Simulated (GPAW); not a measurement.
**A GW chain in GPAW: CaO (Fm-3m)**

Wanted: ground state, empty states, screening and self-energy for CaO (Fm-3m).

Calculated with GPAW 26.7.0; PBE and many-body steps on it, plane waves.

### 1. The structure

The structure is cubic, space group Fm-3m (No. 225). Conventional cell: a = 4.813 Å, b = 4.813 Å, c = 4.813 Å, α = 90.00°, β = 90.00°, γ = 90.00°. Ca has 6 O at 2.41 Å nearest. O has 6 Ca at 2.41 Å nearest. Farther neighbours and most contacts between anions are not listed.

The cell and positions come from the Crystallography Open Database and are kept as given unless a step says otherwise.

### 2. Ground state

This step: GPAW 26.7.0; DFT, PBE, plane waves, PAW.

The ground-state density comes first.

run.py

```python
import json
import numpy as np
from gpaw.mpi import world
from ase import Atoms
from gpaw import GPAW, PW, FermiDirac

atoms = Atoms(['Ca', 'O'],
    cell=[[0.0000000000, 2.4065000000, 2.4065000000],
      [2.4065000000, 0.0000000000, 2.4065000000],
      [2.4065000000, 2.4065000000, 0.0000000000]],
    scaled_positions=[[0.0000000000, 0.0000000000, 0.0000000000],
      [0.5000000000, 0.5000000000, 0.5000000000]],
    pbc=(True, True, True))
calc = GPAW(mode=PW(600),
    xc='PBE',
    kpts={'size': (8, 8, 8), 'gamma': True},
    occupations=FermiDirac(0.001),
    nbands=-7,
    convergence={'density': 1e-6, 'bands': -3},
    maxiter=100,
    txt='gs.txt')
atoms.calc = calc
res = {'energy': atoms.get_potential_energy()}
kpts = calc.get_ibz_k_points()
res['kpts'] = kpts
res['eigenvalues'] = [calc.get_eigenvalues(kpt=k) for k in range(len(kpts))]
res['n_electrons'] = calc.get_number_of_electrons()
calc.write('gs.gpw')

if world.rank == 0:
    with open('result.json', 'w') as f:
        json.dump(res, f, default=lambda x: x.tolist())
```

Command:

```sh
$ mpirun -n 4 gpaw python run.py
```

Log:

```text
__  _  _
 | _ |_)|_||  |
 |__||  | ||/\| - 26.7.0

Input parameters:
  mode=PW(ecut=600.0),
  convergence={'density': 1e-06, 'bands': -3},
  kpts=MonkhorstPack(size=(8, 8, 8), gamma=True),
  maxiter=100,
  nbands=-7,
  occupations=Occupations(name='fermi-dirac', width=0.001, fixmagmom=False),
  xc=XC(name='PBE')
  [... matrices ...]
Diagonalizing LCAO Hamiltonian
Converting LCAO to pw mode

               O

       Ca

Atoms  # Å, Bohr magnetons
|   | symbol |        x |        y |        z |    initial magnetic moments |
| 0 |     Ca | 0.000000 | 0.000000 | 0.000000 | ( 0.0000,  0.0000,  0.0000) |
| 1 |      O | 2.406500 | 2.406500 | 2.406500 | ( 0.0000,  0.0000,  0.0000) |

Unit cell  # Å
| periodic |        x |        y |        z |  lengths |    angles |
|      yes | 0.000000 | 2.406500 | 2.406500 | 3.403305 | 60.000000 |
|      yes | 2.406500 | 0.000000 | 2.406500 | 3.403305 | 60.000000 |
|      yes | 2.406500 | 2.406500 | 0.000000 | 3.403305 | 60.000000 |

Number of symmetries: 48
Symmetry operations  # r_c * U_cc + t_c -> r_c
|    | kind |            matrix            |
|  0 |  σ   |  1, 0, 0,  1, 0,-1,  1,-1, 0 |
|  1 |  C2  |  1, 0, 0,  1,-1, 0,  1, 0,-1 |
|  2 |  E   |  1, 0, 0,  0, 1, 0,  0, 0, 1 |
|  3 |  σ   |  1, 0, 0,  0, 0, 1,  0, 1, 0 |
|  4 |  C4  |  1, 0,-1,  1, 0, 0,  1,-1, 0 |
|  5 |  S6  |  1, 0,-1,  1,-1, 0,  1, 0, 0 |
|  6 |  σ   |  1, 0,-1,  0, 1,-1,  0, 0,-1 |
|  7 |  C3  |  1, 0,-1,  0, 0,-1,  0, 1,-1 |
|  8 |  S6  |  1,-1, 0,  1, 0, 0,  1, 0,-1 |
|  9 |  C4  |  1,-1, 0,  1, 0,-1,  1, 0, 0 |
| 10 |  C3  |  1,-1, 0,  0,-1, 1,  0,-1, 0 |
| 11 |  σ   |  1,-1, 0,  0,-1, 0,  0,-1, 1 |
| 12 |  σ   |  0, 1, 0,  1, 0, 0,  0, 0, 1 |
| 13 |  C4  |  0, 1, 0,  0, 1,-1, -1, 1, 0 |
| 14 |  C3  |  0, 1, 0,  0, 0, 1,  1, 0, 0 |
| 15 |  S6  |  0, 1, 0, -1, 1, 0,  0, 1,-1 |
| 16 |  C2  |  0, 1,-1,  1, 0,-1,  0, 0,-1 |
| 17 |  σ   |  0, 1,-1,  0, 1, 0, -1, 1, 0 |
| 18 |  S4  |  0, 1,-1,  0, 0,-1,  1, 0,-1 |
| 19 |  C4  |  0, 1,-1, -1, 1, 0,  0, 1, 0 |
| 20 |  C3  |  0, 0, 1,  1, 0, 0,  0, 1, 0 |
| 21 |  σ   |  0, 0, 1,  0, 1, 0,  1, 0, 0 |
| 22 |  S6  |  0, 0, 1,  0,-1, 1, -1, 0, 1 |
| 23 |  C4  |  0, 0, 1, -1, 0, 1,  0,-1, 1 |
| 24 |  S4  |  0, 0,-1,  1, 0,-1,  0, 1,-1 |
| 25 |  C3  |  0, 0,-1,  0, 1,-1,  1, 0,-1 |
| 26 |  C2  |  0, 0,-1,  0,-1, 0, -1, 0, 0 |
| 27 |  S6  |  0, 0,-1, -1, 0, 0,  0,-1, 0 |
| 28 |  S4  |  0,-1, 1,  1,-1, 0,  0,-1, 0 |
| 29 |  C4  |  0,-1, 1,  0, 0, 1, -1, 0, 1 |
| 30 |  C2  |  0,-1, 1,  0,-1, 0,  1,-1, 0 |
| 31 |  σ   |  0,-1, 1, -1, 0, 1,  0, 0, 1 |
| 32 |  C3  |  0,-1, 0,  1,-1, 0,  0,-1, 1 |
| 33 |  S6  |  0,-1, 0,  0, 0,-1, -1, 0, 0 |
| 34 |  S4  |  0,-1, 0,  0,-1, 1,  1,-1, 0 |
| 35 |  C2  |  0,-1, 0, -1, 0, 0,  0, 0,-1 |
| 36 |  C2  | -1, 1, 0,  0, 1, 0,  0, 1,-1 |
| 37 |  S6  | -1, 1, 0,  0, 1,-1,  0, 1, 0 |
| 38 |  S4  | -1, 1, 0, -1, 0, 1, -1, 0, 0 |
| 39 |  C3  | -1, 1, 0, -1, 0, 0, -1, 0, 1 |
| 40 |  S6  | -1, 0, 1,  0, 0, 1,  0,-1, 1 |
| 41 |  C2  | -1, 0, 1,  0,-1, 1,  0, 0, 1 |
| 42 |  C3  | -1, 0, 1, -1, 1, 0, -1, 0, 0 |
| 43 |  S4  | -1, 0, 1, -1, 0, 0, -1, 1, 0 |
| 44 |  C2  | -1, 0, 0,  0, 0,-1,  0,-1, 0 |
| 45 |  i   | -1, 0, 0,  0,-1, 0,  0, 0,-1 |
| 46 |  σ   | -1, 0, 0, -1, 1, 0, -1, 0, 1 |
| 47 |  C2  | -1, 0, 0, -1, 0, 1, -1, 1, 0 |

BZ-sampling:
  Number of BZ points: 512
  Number of IBZ points: 29

  Monkhorst-Pack size: [8, 8, 8]
  Monkhorst-Pack shift: [0.0625, 0.0625, 0.0625]

K-points  # in reciprocal-cell coordinates
|     |                                coordinates |     weight |
|   0 | (  0.00000000,   0.00000000,   0.00000000) | 0.00195312 |
|   1 | (  0.12500000,   0.12500000,   0.00000000) | 0.01171875 |
|   2 | (  0.12500000,   0.12500000,   0.12500000) | 0.01562500 |
|   3 | (  0.25000000,   0.12500000,   0.12500000) | 0.02343750 |
|   4 | (  0.25000000,   0.25000000,   0.00000000) | 0.01171875 |
|   5 | (  0.25000000,   0.25000000,   0.12500000) | 0.04687500 |
|   6 | (  0.25000000,   0.25000000,   0.25000000) | 0.01562500 |
|   7 | (  0.37500000,   0.25000000,  -0.37500000) | 0.04687500 |
|   8 | (  0.37500000,   0.25000000,   0.12500000) | 0.04687500 |
|   9 | (  0.37500000,   0.25000000,   0.25000000) | 0.04687500 |
| ... |                                            |            |
|  28 | (  0.50000000,   0.50000000,   0.50000000) | 0.00781250 |

Plane wave coefficients: 950
Cutoff: 600.0 eV

Spin-components: 1 (collinear spins)
Bands:           15
Projectors:      10
Spin-degeneracy: 2
Datatype:        complex128

  Storage: CPU
  Wave functions: 6_549_360 bytes (1_637_340 per core)
  Projectors: 9_169_104 bytes (2_292_276 per core)
  [... matrices ...]
Parallelization:
  kpt:    4
  domain: 1
  band:   1

Density:
  Valence electrons: 16.0
  Components: 1
  Grid points: [20 20 20]
  Charge: 0.0  # |e|

Potential:
  Grid points: [20 20 20]

species:
  Ca:
    name:    Calcium
    Z:       20.0
    valence: 10
    core:    10
    charge:  0.0  # [|e|]
    compensation charges:
      type: gauss
      rc: 0.37  # [Å]
      lmax: 2
    cutoffs:
      filter: 2.10  # [Å]
      core: 1.17  # [Å]
    projectors
    | kind |    occ | energy [eV] | rcut [Å] |
    |   3s |  2.000 |     -47.086 |    1.175 |
    |   4s |  2.000 |      -3.766 |    1.175 |
    |   3p |  6.000 |     -28.008 |    1.154 |
    |    p |        |      -0.797 |    1.154 |
    |    d |        |       0.000 |    0.937 |

    Using partial waves for Ca as LCAO basis

  O:
    name:    Oxygen
    Z:       8.0
    valence: 6
    core:    2
    charge:  0.0  # [|e|]
    compensation charges:
      type: gauss
      rc: 0.21  # [Å]
      lmax: 2
    cutoffs:
      filter: 1.17  # [Å]
      core: 0.83  # [Å]
    projectors
    | kind |    occ | energy [eV] | rcut [Å] |
    |   2s |  2.000 |     -23.961 |    0.688 |
    |   2p |  4.000 |      -9.029 |    0.598 |
    |    s |        |       3.251 |    0.688 |
    |    p |        |      18.182 |    0.598 |
    |    d |        |       0.000 |    0.619 |

    Using partial waves for O as LCAO basis

Reference energy: -20551.721533  # eV

eigensolver:
  PPCG
  Converge bands: -3
  niter=2

density mixing:
  MSR1-Mixer
  Pratt-step length: 0.05
  Maximum mixing coefficient: 0.75
  Old densities: 10
  SVD Regularization: 0.005
  Good broyden scale: 1.0
  Trust region scale: 1.0
  Backstep threshold: 4.0
  History deletion threshold: 6.0
  Fourier metric: weight=20.0, sigma=0.015

occupation numbers:
  Fermi-Dirac:
    width: 0.0010  # eV

poisson solver:
  ecut: 4800.0  # eV

xc functional:
  name: PBE with 2 nearest neighbor stencil

Initialization done in: 1.239 s

convergence criteria:
- Maximum integral of absolute [dens]ity change: 1e-06 electrons / valence electron
- Maximum [total energy] change in last 3 cyles: 0.0005 eV / valence electron
- Maximum integral of absolute [eigenst]ate change: 4e-08 eV^2 / valence electron
maximum number of iterations: 100

SCF iterations
|iter     |     time |      energy | eigst |  dens |
|iter:   1|  |  -14.183704 | +2.66 |       |
|iter:   2|  |  -13.820591 | +0.98 | -0.96 |
|iter:   3|  |  -13.016845 | +0.10 | -1.02 |
|iter:   4|  |  -13.017999 | -1.87 | -1.48 |
|iter:   5|  |  -13.028575 | -2.47 | -1.71 |
|iter:   6|  |  -13.028611 | -4.58 | -2.83 |
|iter:   7|  |  -13.028653c| -5.39 | -3.16 |
|iter:   8|  |  -13.028654c| -6.47 | -3.87 |
|iter:   9|  |  -13.028654c| -7.57c| -4.77 |
|iter:  10|  |  -13.028654c| -7.71c| -5.16 |
|iter:  11|  |  -13.028654c| -8.67c| -6.28c|

Converged in 11 steps
SCF loop duration: 2.005 s (0.182 s/step)
Energy contributions relative to reference atoms: (reference = -20551.721533)
  [... matrices ...]
Energy contributions:
  Kinetic:          13.669791
  Coulomb:         -10.899032
  Zero:             -0.485384
  External:          0.000000
  Xc:              -15.314030
  Entropy:          -0.000000
  Spinorbit:         0.000000
  ----------------------------
  Free energy:     -13.028654
  Extrapolated:    -13.028654

dipole moment: (-15.858597, -15.858597, -15.858597)  # |e|*Ang

Fermi level: 5.770
Eigenvalues  # (at kpt = [0.000, 0.000, 0.000])
| band index |      eig [eV] | occ [0-2] |
|          0 |       -32.895 |     2.000 |
|          1 |       -13.693 |     2.000 |
|          2 |       -13.693 |     2.000 |
|          3 |       -13.693 |     2.000 |
|          4 |       -10.743 |     2.000 |
|          5 |         4.744 |     2.000 |
|          6 |         4.744 |     2.000 |
|          7 |         4.744 |     2.000 |
|          8 |         9.447 |     0.000 |
|          9 |        10.974 |     0.000 |
|         10 |        10.974 |     0.000 |
|         11 |        10.974 |     0.000 |
|         12 |        12.432 |     0.000 |
|         13 |        12.432 |     0.000 |
|         14 |        19.724 |     0.000 |

Gap: 3.693 eV
Transition (v -> c):
  (s=0, k=0, n=7, [0.00, 0.00, 0.00]) -> (s=0, k=24, n=8, [0.50, 0.50, 0.00])
Direct/indirect transitions are different
Direct gap: 4.067 eV
Transition at: (s=0, k=24, n=7, [0.50, 0.50, 0.00])
# Writing to gs.gpw (mode='')
  [... matrices ...]
```

The job ended after 5 s (4 MPI ranks of Arm Neoverse V1, shared host; peak memory 0.59 GiB; 20 s of CPU time).

Numbers from this step:

- total energy: -13.03 eV
- gap: 3.693 eV
- k of the valence top: 0, 0, 0
- k of the conduction bottom: 0.5, 0.5, 0
- least direct gap: 4.067 eV

The gap is indirect, with the least direct gap 0.37 eV higher.

### 3. Bands along the symmetry lines

Levels along a band path, at the cheap level, show where the edges lie and whether the meshes to come will hold them.

run.py

```python
import json
import numpy as np
from gpaw.mpi import world
from gpaw import GPAW

path = [[0.000000, 0.000000, 0.000000],
    [0.062500, 0.000000, 0.062500],
    [0.125000, 0.000000, 0.125000],
    [0.187500, 0.000000, 0.187500],
    [0.250000, 0.000000, 0.250000],
    [0.312500, 0.000000, 0.312500],
    [0.375000, 0.000000, 0.375000],
    [0.437500, 0.000000, 0.437500],
    [0.500000, 0.000000, 0.500000],
    [0.515625, 0.031250, 0.515625],
    [0.531250, 0.062500, 0.531250],
    [0.546875, 0.093750, 0.546875],
    [0.562500, 0.125000, 0.562500],
    [0.578125, 0.156250, 0.578125],
    [0.593750, 0.187500, 0.593750],
    [0.609375, 0.218750, 0.609375],
    [0.625000, 0.250000, 0.625000],
    [0.375000, 0.375000, 0.750000],
    [0.328125, 0.328125, 0.656250],
    [0.281250, 0.281250, 0.562500],
    [0.234375, 0.234375, 0.468750],
    [0.187500, 0.187500, 0.375000],
    [0.140625, 0.140625, 0.281250],
    [0.093750, 0.093750, 0.187500],
    [0.046875, 0.046875, 0.093750],
    [0.000000, 0.000000, 0.000000],
    [0.062500, 0.062500, 0.062500],
    [0.125000, 0.125000, 0.125000],
    [0.187500, 0.187500, 0.187500],
    [0.250000, 0.250000, 0.250000],
    [0.312500, 0.312500, 0.312500],
    [0.375000, 0.375000, 0.375000],
    [0.437500, 0.437500, 0.437500],
    [0.500000, 0.500000, 0.500000],
    [0.500000, 0.468750, 0.531250],
    [0.500000, 0.437500, 0.562500],
    [0.500000, 0.406250, 0.593750],
    [0.500000, 0.375000, 0.625000],
    [0.500000, 0.343750, 0.656250],
    [0.500000, 0.312500, 0.687500],
    [0.500000, 0.281250, 0.718750],
    [0.500000, 0.250000, 0.750000],
    [0.500000, 0.218750, 0.718750],
    [0.500000, 0.187500, 0.687500],
    [0.500000, 0.156250, 0.656250],
    [0.500000, 0.125000, 0.625000],
    [0.500000, 0.093750, 0.593750],
    [0.500000, 0.062500, 0.562500],
    [0.500000, 0.031250, 0.531250],
    [0.500000, 0.000000, 0.500000]]
calc = GPAW('gs.gpw').fixed_density(kpts=path,
    symmetry='off',
    nbands=18,
    convergence={'bands': 14},
    txt='bands.txt')
res = {}
kpts = calc.get_ibz_k_points()
res['kpts'] = kpts
res['eigenvalues'] = [calc.get_eigenvalues(kpt=k) for k in range(len(kpts))]
res['n_electrons'] = calc.get_number_of_electrons()

if world.rank == 0:
    with open('result.json', 'w') as f:
        json.dump(res, f, default=lambda x: x.tolist())
```

Command:

```sh
$ mpirun -n 4 gpaw python run.py
```

Log:

```text
Diagonalizing LCAO Hamiltonian
Converting LCAO to pw mode
convergence criteria:
- Maximum integral of absolute [eigenst]ate change: 4e-08 eV^2 / valence electron
maximum number of iterations: 100

SCF iterations
|iter     |     time |      energy | eigst |  dens |
|iter:   1|  |             | +2.81 |       |
|iter:   2|  |             | +1.49 |       |
|iter:   3|  |             | -0.52 |       |
|iter:   4|  |             | -2.78 |       |
|iter:   5|  |             | -4.97 |       |
|iter:   6|  |             | -6.92 |       |
|iter:   7|  |             | -8.10c|       |
SCF steps: 7
  __  _  _
 | _ |_)|_||  |
 |__||  | ||/\| - 26.7.0

Input parameters:
  mode=PW(ecut=600.0),
  convergence={'bands': 14},
  gpts=array([20, 20, 20]),
  kpts=KPoints(kpts=array([[0.      , 0.      , 0.      ],
         [0.0625  , 0.      , 0.0625  ],
         [0.125   , 0.      , 0.125   ],
         [0.1875  , 0.      , 0.1875  ],
[...]
[0.515625, 0.03125 , 0.515625],
[...]
[0.546875, 0.09375 , 0.546875],
[...]
[0.578125, 0.15625 , 0.578125],
[...]
[0.609375, 0.21875 , 0.609375],
[...]
[0.328125, 0.328125, 0.65625 ],
[...]
[0.234375, 0.234375, 0.46875 ],
[...]
[0.140625, 0.140625, 0.28125 ],
[...]
[0.046875, 0.046875, 0.09375 ],
[...]
[0.5     , 0.0625  , 0.5625  ],
         [0.5     , 0.03125 , 0.53125 ],
         [0.5     , 0.      , 0.5     ]])),
  maxiter=100,
  nbands=18,
  occupations=Occupations(name='fermi-dirac', width=0.001, fixmagmom=False),
  parallel={},
  symmetry=Symmetry(point_group=False, time_reversal=False),
  xc=XC(name='PBE')
  [... matrices ...]
timing:  # [seconds]
  Total: 0.024  # ━━━━━━━━━━━━━━━━━━━━━━━━━━━━━━━━━━━━━━━━━━━━━━━━━━━━━━━━━━━
```

Run time: 4.9 s. Hardware: 4 MPI ranks; peak memory 0.63 GiB.

This step gave:

```
gap                        : 3.693 eV
k of the valence top       : 0, 0, 0
k of the conduction bottom : 0.5, 0, 0.5
least direct gap           : 4.067 eV
```

The gap is 3.693 eV, as in the run before at this level.

The electronic bands at the labelled points (eV, zero at the top of the highest filled band; v1 is the highest filled band, c1 the lowest empty one):

```csv
point,v4,v3,v2,v1,c1,c2,c3,c4
Γ,-15.49,0.00,0.00,0.00,4.70,6.23,6.23,6.23
halfway,-14.97,-1.66,-0.30,-0.30,4.74,6.59,8.02,8.02
X,-15.24,-1.31,-0.37,-0.37,3.69,8.00,8.82,9.44
halfway,-15.13,-1.29,-0.69,-0.50,4.12,8.18,8.87,9.06
U,-14.89,-1.32,-1.21,-0.77,5.16,7.96,8.50,8.97
jump to K,-14.89,-1.32,-1.21,-0.77,5.16,7.96,8.50,8.97
halfway,-14.73,-1.79,-0.90,-0.55,6.11,7.02,7.19,8.00
Γ,-15.49,0.00,0.00,0.00,4.70,6.23,6.23,6.23
halfway,-14.84,-1.52,-0.64,-0.64,6.25,6.84,7.16,7.16
L,-14.32,-2.60,-1.16,-1.16,7.04,8.30,8.30,8.46
halfway,-14.59,-2.03,-1.11,-1.02,6.74,6.81,8.69,8.87
W,-14.87,-1.26,-1.05,-1.05,6.31,6.31,8.33,9.45
halfway,-15.05,-1.26,-0.84,-0.66,4.51,8.22,8.26,9.33
X,-15.24,-1.31,-0.37,-0.37,3.69,8.00,8.82,9.44
```

The electronic bands as a text plot (rows in eV, shown from -8.0 to 7.7 only):

```
    7.4 |+   +  +++        +  +++++   ++    +++  +  ++      +
    6.7 |  ++ ++            ++  ++++++   ++++++++ +++++++  +
    6.1 |++  +             +  +++++++++++++++            +++
    5.4 |  +++            +        ++    ++                 +
    4.7 |++   ++         +           ++++                    +
    4.1 |       +++   +++                                     ++
    3.4 |          +++                                          +
    2.8 |
    2.1 |
    1.5 |
    0.8 |
    0.2 |****                      ******
   -0.5 | *  **************   ********   ****                ****
   -1.1 |  ***     ****************        * ********************
   -1.8 |     *****        ******           ***       ***
   -2.4 |                                      *******
   -3.1 |
   -3.8 |
   -4.4 |
   -5.1 |
   -5.7 |
   -6.4 |
   -7.0 |
   -7.7 |
         Γ           X  U|K            Γ         L        W     X
```

### 4. Empty states on the mesh, 6×6×6 mesh, 126 bands

The sums over transitions need many empty states on a uniform mesh; this step solves for them.

run.py

```python
import json
import numpy as np
from gpaw.mpi import world
from gpaw import GPAW

calc = GPAW('gs.gpw').fixed_density(kpts={'size': (6, 6, 6), 'gamma': True},
    parallel={'domain': 1, 'band': 1},
    txt='nscf.txt')
calc.diagonalize_full_hamiltonian(nbands=126)
calc.write('full.gpw', mode='all')
res = {}
kpts = calc.get_ibz_k_points()
res['kpts'] = kpts
res['eigenvalues'] = [calc.get_eigenvalues(kpt=k) for k in range(len(kpts))]
res['n_electrons'] = calc.get_number_of_electrons()

if world.rank == 0:
    with open('result.json', 'w') as f:
        json.dump(res, f, default=lambda x: x.tolist())
```

Command:

```sh
$ mpirun -n 4 gpaw python run.py
```

Log:

```text
Diagonalizing LCAO Hamiltonian
Converting LCAO to pw mode
convergence criteria:
- Maximum integral of absolute [eigenst]ate change: 4e-08 eV^2 / valence electron
maximum number of iterations: 100

SCF iterations
|iter     |     time |      energy | eigst |  dens |
|iter:   1|  |             | +2.49 |       |
|iter:   2|  |             | +1.06 |       |
|iter:   3|  |             | +0.05 |       |
[...]
|iter:   8|  |             | -6.14 |       |
|iter:   9|  |             | -7.23 |       |
|iter:  10|  |             | -8.20c|       |
SCF steps: 10
  __  _  _
 | _ |_)|_||  |
 |__||  | ||/\| - 26.7.0

Input parameters:
  mode=PW(ecut=600.0),
  convergence={'density': 1e-06, 'bands': -3},
  gpts=array([20, 20, 20]),
  kpts=MonkhorstPack(size=(6, 6, 6), gamma=True),
  maxiter=100,
  nbands=15,
  occupations=Occupations(name='fermi-dirac', width=0.001, fixmagmom=False),
  parallel={'domain': 1, 'band': 1},
  xc=XC(name='PBE')
Matrix size: 941x941
# Writing to full.gpw (mode='all')
  [... matrices ...]

timing:  # [seconds]
  Total: 3.568  # ━━━━━━━━━━━━━━━━━━━━━━━━━━━━━━━━━━━━━━━━━━━━━━━━━━━━━━━━━━━
```

Wall time 7.4 s (4 MPI ranks); peak memory 0.97 GiB.

This step gave:

| Property | Result |
| --- | --- |
| gap | 3.693 eV |
| k of the valence top | 0, 0, 0 |
| k of the conduction bottom | 0.5, 0.5, 0 |
| least direct gap | 4.067 eV |
| k points computed | 16 |
| lowest point of the top converged band, above the valence top | 138.3039 eV |

On this mesh the gap is 3.693 eV.

[end of part 1 of 2]

[Paths, hosts, dates, memory and timing lines, banners, echoed tables and standing remarks are left out of the program output.]

[Logs are printed without paths, hosts, clocks, repeated set-up lines and the standing remarks that a program may print on its own settings, such as how far it seeks lower states.]

[Runs of the session that timed out or met a known fault of the program may be left out.]

[Hosts, paths, dates, database ids (printed as entryN), source tags and the programs' standing remarks are cut or masked in the printed files.]
